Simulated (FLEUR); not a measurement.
## Bi: band structure with LDA

The system is Bi.

```
Bi
1.0
    -1.98143    1.98143    1.98143
     1.98143   -1.98143    1.98143
     1.98143    1.98143   -1.98143
Bi
1
Direct
  0.00000 0.00000 0.00000
```

This isn't the form of Bi at room conditions, which is rhombohedral.

```
Program                  : FLEUR MaX-R8.1 (later development tree)
Task                     : band structure
Functional               : LDA
Potentials or basis      : all-electron
Basis                    : FLAPW
Kmax                     : 4.1 1/bohr
k mesh                   : 7 × 7 × 7
Occupations              : fermi-dirac, width 0.05 eV
Spin                     : spin-orbit coupling, no magnetisation
Gmax                     : 12.7 1/bohr
Muffin-tin radii         : Bi 2.66 bohr
lmax                     : Bi 11
Local orbitals a species : Bi 5
Max iterations           : 60
Mixing factor            : 0.05
Mixer                    : Anderson
Mixer history            : 15
Density convergence      : 1e-05 me/bohr^3
```

```
Band gap along the path                               : none (metal or under the smearing width)
Valence electrons inside the program's atomic spheres : Bi 18.84 (radii Bi 2.66 bohr)
```

Levels at the corners of the path, in eV from the Fermi level:
```
point  band 19  band 20  band 21  band 22  band 23  band 24  band 25  band 26
    Γ     2.75     2.75     6.01     6.01     6.01     6.01     8.97     8.97
    H    -3.18    -3.18    -1.39    -1.39    -1.39    -1.39     3.42     3.42
    N    -5.33    -5.33     1.13     1.13     3.53     3.53     5.85     5.85
    Γ     2.75     2.75     6.01     6.01     6.01     6.01     8.97     8.97
    P    -3.42    -3.42    -2.06    -2.06    -2.06    -2.06    13.47    13.47
    H    -3.18    -3.18    -1.39    -1.39    -1.39    -1.39     3.42     3.42
    P    -3.42    -3.42    -2.06    -2.06    -2.06    -2.06    13.47    13.47
    N    -5.33    -5.33     1.13     1.13     3.53     3.53     5.85     5.85
```

Core levels (eV from the Fermi level):
```csv
atom,levels
1 Bi,"1s1/2 -90450.0, 2s1/2 -16235.6, 2p1/2 -15601.5, 2p3/2 -13283.7, 3s1/2 -3915.6, 3p1/2 -3628.8, 3p3/2 -3109.9, 4s1/2 -895.2, 3d3/2 -2639.1, 3d5/2 -2529.0, 4p1/2 -770.6, 4p3/2 -642.4, 5s1/2 -153.7, 4d3/2 -439.5, 4d5/2 -415.6, 4f5/2 -152.0, 4f7/2 -146.5"
```

It took 5.6 min on 1 thread of AMD EPYC 9R14 (Zen 4), with other jobs on the host, peak memory 0.22 GiB.
